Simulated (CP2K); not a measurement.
Crystal: Sn.

```
CELL_PARAMETERS angstrom
4.57264 0.00000 0.00000
2.28632 3.96002 0.00000
2.28632 1.32001 3.73354
ATOMIC_POSITIONS crystal
Sn 0.75000 0.75000 0.75000
Sn 0.50000 0.50000 0.50000
```

This isn't the form of Sn at room conditions, which is tetragonal (white tin).

Base run:

- Program: CP2K 2026.2
- Functional: r2SCAN
- Potentials or basis: POTENTIAL_UZH Sn GTH-PBE-q4; TZVP-MOLOPT-PBE-GTH basis
- Density cutoff: 9184 eV
- k mesh: 7 × 7 × 7
- Occupations: fermi-dirac, width 0.05 eV
- Spin: no spin polarisation

Its results: band gap on the k mesh none (metal or under the smearing width); pressure 3.5 GPa.

**Question.** The run is repeated on the same cell with these changes: functional from r2SCAN to BLYP. What comes out?

**Answer.** Band gap on the k mesh none (metal or under the smearing width); pressure 5.5 GPa.

Caveats: the potentials were made for another functional, which shifts forces and pressure; the basis of atomic orbitals isn't converged, which shifts pressures, moduli and gaps.

Not every run made on this cell is shown here.
